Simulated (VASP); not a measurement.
Here is a VASP 6.6.1 calculation.

The input POSCAR:

```
C                                       
1.0
    0.0000000000      1.7867095160      1.7867095160
    1.7867095160      0.0000000000      1.7867095160
    1.7867095160      1.7867095160      0.0000000000
  C             
     2
Direct
     0.0000000000000000    0.0000000000000000    0.0000000000000000
     0.2500000000000000    0.2500000000000000    0.2500000000000000
```

Contents of INCAR.step1:

```
PREC     = Accurate       # precision mode
ENCUT    = 420            # plane-wave cutoff, eV
EDIFF    = 1E-8           # SCF threshold, eV
ISMEAR   = 0              # smearing method
SIGMA    = 0.01           # smearing width, eV
LREAL    = False          # projectors in reciprocal space
LASPH    = True           # aspherical terms in the spheres
NELM     = 80             # most SCF steps
ALGO     = Normal         # electronic algorithm
LWAVE    = True           # write WAVECAR
LCHARG   = False          # write CHGCAR
GGA      = PE             # functional
KPAR     = 4
```

INCAR.step2

```
PREC     = Accurate       # precision mode
ENCUT    = 420            # plane-wave cutoff, eV
EDIFF    = 1E-8           # SCF threshold, eV
ISMEAR   = 0              # smearing method
SIGMA    = 0.01           # smearing width, eV
LREAL    = False          # projectors in reciprocal space
LASPH    = True           # aspherical terms in the spheres
NELM     = 1              # most SCF steps
ALGO     = Exact          # electronic algorithm
LWAVE    = True           # write WAVECAR
LCHARG   = False          # write CHGCAR
GGA      = PE             # functional
KPAR     = 4            
NBANDS   = 144            # bands
LOPTICS  = True           # frequency-dependent dielectric function
ISTART   = 1
```

File INCAR.step3:

```
PREC     = Accurate       # precision mode
ENCUT    = 420            # plane-wave cutoff, eV
EDIFF    = 1E-8           # SCF threshold, eV
ISMEAR   = 0              # smearing method
SIGMA    = 0.01           # smearing width, eV
LREAL    = False          # projectors in reciprocal space
LASPH    = True           # aspherical terms in the spheres
ALGO     = EVGW0          # electronic algorithm
LWAVE    = False          # write WAVECAR
LCHARG   = False          # write CHGCAR
GGA      = PE             # functional
KPAR     = 4            
NELMGW   = 1            
NBANDS   = 144            # bands
ENCUTGW  = 140            # cutoff of the response function
NOMEGA   = 60             # frequency points
PRECFOCK = Fast         
ISTART   = 1            
NBANDSGW = 12
```

File KPOINTS:

```
regular mesh
0
Gamma
  10 10 10
```

Potentials or basis: VASP PAW PBE potentials, release 64 (C_GW).

Launch:

```console
$ cat potpaw_PBE.64/C_GW/POTCAR > POTCAR
$ cp INCAR.step1 INCAR
$ mpirun -np 4 vasp_std > vasp.out
$ cp INCAR.step2 INCAR
$ mpirun -np 4 vasp_std > vasp.out
$ cp INCAR.step3 INCAR
$ mpirun -np 4 vasp_std > vasp.out
```

Problem. What does it give for the quasiparticle gap?

Solution. 5.32 eV.

Problem. Estimate the least direct quasiparticle gap.

Solution. 7.20 eV.

Problem. What does it give for the band gap on the k mesh, mean-field level?

Solution. 4.14 eV, indirect (least direct gap 5.56 eV).

Caveat: bands, screening cutoff and mesh are small and nothing is extrapolated, so the quasiparticle values aren't converged. A k mesh can miss the band edges.
